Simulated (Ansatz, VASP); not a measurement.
## Ca in VASP and in Ansatz

```
CELL_PARAMETERS angstrom
-2.79708 2.79708 1.51291
2.79708 -2.79708 1.51291
2.79708 2.79708 -1.51291
ATOMIC_POSITIONS crystal
Ca 0.62500 0.87500 0.75000
Ca 0.37500 0.12500 0.25000
```

Alike in both runs: functional PBE; k mesh 12 × 12 × 12; occupations fermi-dirac, width 0.05 eV; no spin polarisation.

Ansatz relaxed the structure, and its values are those at the end. VASP's run is a single point on that final structure, the one shown.

```csv
,VASP,Ansatz
version,VASP 6.6.1,Ansatz 0.2.0
potentials or method,"VASP PAW PBE potentials, release 64 (Ca_sv)","PAW with Ansatz's default frozen-core files, scalar-relativistic"
plane-wave cutoff (eV),520,420
valence electrons in the cell,20,20
```

Ansatz gave:

| Property | Result |
| --- | --- |
| pressure (GPa) | 19.1 |

Problem. Estimate VASP's values.

Solution. Pressure (GPa): 19.2.

Caveats: so large a pressure means that the cell lies far from this level's equilibrium, or that cutoff or potentials fall short (VASP).
